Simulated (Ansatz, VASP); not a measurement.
Two plane-wave programs on SiC

```xyz
2
Lattice="0.0000 2.1790 2.1790 2.1790 0.0000 2.1790 2.1790 2.1790 0.0000" Properties=species:S:1:pos:R:3 pbc="T T T"
Si    0.0000    0.0000    0.0000
C     1.0895    1.0895    1.0895
```

Alike in both runs: task single point; functional r2SCAN; k mesh 10 × 10 × 10; occupations gaussian, width 0.02 eV; no spin polarisation.

|  | VASP | Ansatz |
| --- | --- | --- |
| version | VASP 6.6.1 | Ansatz 0.2.0 |
| potentials or method | VASP PAW PBE potentials, release 64 (Si, C) | scalar-relativistic, plane waves, PAW |
| plane-wave cutoff (eV) | 520 | 500 |
| valence electrons in the cell | 8 | 8 |

```tsv
	VASP	Ansatz	Ansatz less VASP
gap on the k mesh at the Fermi level (eV)	1.73	1.71	-0.011
least direct gap on the mesh (eV)	5.06	5.05	-0.013
pressure (GPa)	-0.4	-0.3	+0.18
```

Caveats: the PAW data sets were made with another functional, which shifts forces and pressure a little (VASP). A k mesh can miss the band edges.
